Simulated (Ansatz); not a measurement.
**Cs: further runs on the relaxed cell**

The task here is to estimate one member of a computed series from the others.

Program: Ansatz 0.2.0. Level of theory: DFT PBEsol, scalar-relativistic, plane waves, PAW. These are calculated values, not measurements.

1 further run of the same task is left out (set aside as unsound or not needed).

## Starting point

Symmetry: Im-3m, No. 229, cubic system. Conventional cell: a = 6.010 Å, b = 6.010 Å, c = 6.010 Å, α = 90.00°, β = 90.00°, γ = 90.00°.

As a file:

```cif
data_structure
_symmetry_space_group_name_H-M 'Im-3m'
_symmetry_Int_Tables_number 229
_cell_length_a 6.0103
_cell_length_b 6.0103
_cell_length_c 6.0103
_cell_angle_alpha 90.000
_cell_angle_beta 90.000
_cell_angle_gamma 90.000
_cell_volume 217.12
loop_
_atom_site_label
_atom_site_type_symbol
_atom_site_symmetry_multiplicity
_atom_site_Wyckoff_symbol
_atom_site_fract_x
_atom_site_fract_y
_atom_site_fract_z
_atom_site_occupancy
Cs1 Cs 2 a 0.00000 0.00000 0.00000 1
```

It is the result of an earlier relaxation at this level (volume 108.56 Å³/atom; gap on the mesh: none (metal)).

Set-up of the first run:

Input file input.yaml:

```yaml
crystal:
  lattice:
    - [-3.0051692852, 3.0051692852, 3.0051692852]
    - [3.0051692852, -3.0051692852, 3.0051692852]
    - [3.0051692852, 3.0051692852, -3.0051692852]
  atoms:
    - { symbol: Cs, position: [0.0, 0.0, 0.0] }
basis:
  ecutwfc: 420
kpoints:
  mp_grid: { grid: [10, 10, 10] }
  band_path:
    path:
      - [[0.0, 0.0, 0.0], [0.5, -0.5, 0.5], [0.0, 0.0, 0.5], [0.0, 0.0, 0.0], [0.25, 0.25, 0.25], [0.5, -0.5, 0.5]]
      - [[0.25, 0.25, 0.25], [0.0, 0.0, 0.5]]
    npoints: 14
hamiltonian:
  xc: pbesol
scf:
  occupations: { method: gaussian, width: 0.1 }
  n_extra_bands: 6
output:
  forces: true
  stress: true
  eigenvalues: true
  populations: true
  dos: { projected: true, de: 0.02, nscf_kmesh: { grid: [15, 15, 15] } }
  bader: true
  write_density: true
  write_potential: true
  elf: true
  volumetric_format: npy
```

On the command line:

```bash
> ansatz run input.yaml --threads 1 --pin off --max-ram 2560MiB --backend cpu --events-out ev --progress --plain --runs-dir out
```

Among the steps run: Electronic structure at the relaxed geometry; The cell as listed, for comparison; Volume × 0.97; The cell scaled to 1.03 of its volume; The cell scaled to 0.94 of its volume; The cell scaled to 1.06 of its volume; Point at V/V0 = 0.91; Point at V/V0 = 1.10; The cell scaled to 0.88 of its volume.

One of the session's tables, all rows but one given; the rest of the session is left out.

It belongs to the step «Energy against volume». 

```
volume (Å³/atom)  energy above the lowest point (meV/atom)  pressure (GPa)
          95.532                                      11.8            0.32
          98.789                                       6.4            0.22
         102.046                                         ?               ?
         105.302                                       0.7            0.07
         108.559                                       0.0            0.00
         111.816                                       0.5           -0.06
         115.073                                       2.1           -0.11
         119.415                                       5.8           -0.16
```

**Question.** Estimate the row for volume (Å³/atom) = 102.046.

Worked estimate for «energy above the lowest point (meV/atom)». A straight line through the neighbours (98.789, 6.4) and (105.302, 0.7) gives 6.4 + (0.7 − 6.4) × (102.046 − 98.789) / (105.302 − 98.789) = 3.5; a parabola fitted to 4 rows on both sides gives 2.8.

As computed: energy above the lowest point (meV/atom): 2.8; pressure (GPa): 0.14. In «energy above the lowest point (meV/atom)» the line misses by +0.7 and the parabola by 0.0.

Caveats from the session: The projections leave out shells that the potentials don't hold, such as empty d states.
